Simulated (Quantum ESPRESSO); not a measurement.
Crystal: Sb.

```
CELL_PARAMETERS angstrom
2.15420 1.24373 3.75800
-2.15420 1.24373 3.75800
0.00000 -2.48746 3.75800
ATOMIC_POSITIONS crystal
Sb 0.76651 0.76651 0.76651
Sb 0.23349 0.23349 0.23349
```

Base run:

```yaml
Program: Quantum ESPRESSO 7.5
Functional: PBEsol
Potentials_or_basis: GBRV 1.5 PBEsol
Cutoff: 612 eV
Density_cutoff: 4898 eV
k_mesh: 8 × 8 × 8
Occupations: fermi-dirac, width 0.05 eV
Spin: no spin polarisation
```

Its results: band gap on the k mesh none (metal or under the smearing width); pressure -0.1 GPa; largest force 0.111 eV/Å.

Task: The run is repeated on the same cell with these changes: functional from PBEsol to LDA; potentials or basis from GBRV 1.5 PBEsol to GBRV 1.5 LDA. What comes out?

Result: Band gap on the k mesh none (metal or under the smearing width); pressure -1.4 GPa; largest force 0.023 eV/Å.

Caveats: spin-orbit coupling is left out, which moves the levels of the heavy elements.
